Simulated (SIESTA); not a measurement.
Crystal: Cu.

```xyz
1
Lattice="0.0000 1.8075 1.8075 1.8075 0.0000 1.8075 1.8075 1.8075 0.0000" Properties=species:S:1:pos:R:3 pbc="T T T"
Cu    0.0000    0.0000    0.0000
```

Base run:

```yaml
Program: SIESTA 5.4.2
Functional: WC
Potentials_or_basis: PseudoDojo 0.4 standard (PBEsol files)
Basis: DZP (energy shift 0.003 Ry; two zetas on semicore shells)
Grid_cutoff: 800 Ry
Energy_shift: 0.003 Ry
k_mesh: 13 × 13 × 13
Occupations: fermi-dirac, width 0.05 eV
Spin: no spin polarisation
```

Its results: band gap on the k mesh none (metal or under the smearing width); pressure -6.8 GPa.

Problem. After a change of settings the same cell gave: band gap on the k mesh none (metal or under the smearing width); pressure -7.8 GPa. Which change was it?
A. functional from WC to RPBE; potentials or basis from PseudoDojo 0.4 standard (PBEsol files) to PseudoDojo 0.4 standard (PBE files)
B. functional from WC to AM05
C. functional from WC to revPBE; potentials or basis from PseudoDojo 0.4 standard (PBEsol files) to PseudoDojo 0.4 standard (PBE files)
D. functional from WC to PW91; potentials or basis from PseudoDojo 0.4 standard (PBEsol files) to PseudoDojo 0.4 standard (PBE files)

Solution. B.

Caveats: short orbitals over semicore shells can move pressures by several GPa; the potentials were made for another functional, which shifts forces and pressure; the basis of atomic orbitals isn't converged, which shifts pressures, moduli and gaps.

Runs at the PBE level aren't shown here.
